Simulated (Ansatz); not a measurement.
Trigonal deformation path in Zn

Theory: DFT PBE, scalar-relativistic, plane waves, PAW (Ansatz). Cutoff 420 eV, Γ-centred 24×24×24 k-points, Gaussian smearing of 0.15 eV. No spin polarisation. Energies are free energies at this smearing, counted from the undisturbed cell; pressure is positive in compression.

Reference structure (as given, not relaxed at this level; it stands at -0.3 GPa; this bcc form isn't the usual structure):

```
CELL_PARAMETERS angstrom
-1.56904 1.56904 1.56904
1.56904 -1.56904 1.56904
1.56904 1.56904 -1.56904
ATOMIC_POSITIONS crystal
Zn 0.00000 0.00000 0.00000
```

At fixed volume and fractional coordinates, lengths along (0.577, 0.577, 0.577) are scaled against those across it; ρ is that ratio over its starting value. The cell is metallic on the mesh throughout. At ρ = 2.000 the cell becomes cubic (Pm-3m), and there the slope of the energy vanishes by symmetry.

```
    ρ  ΔE (meV/atom) pressure (GPa)
0.500              ?               ?
0.710          429.1            18.5
1.000            0.0            -0.3
1.410           86.7             5.9
2.000          226.5            11.9
```

Give the withheld values.

ΔE (meV/atom) at ρ = 0.500: 4345.2; pressure (GPa) at ρ = 0.500: 109.6.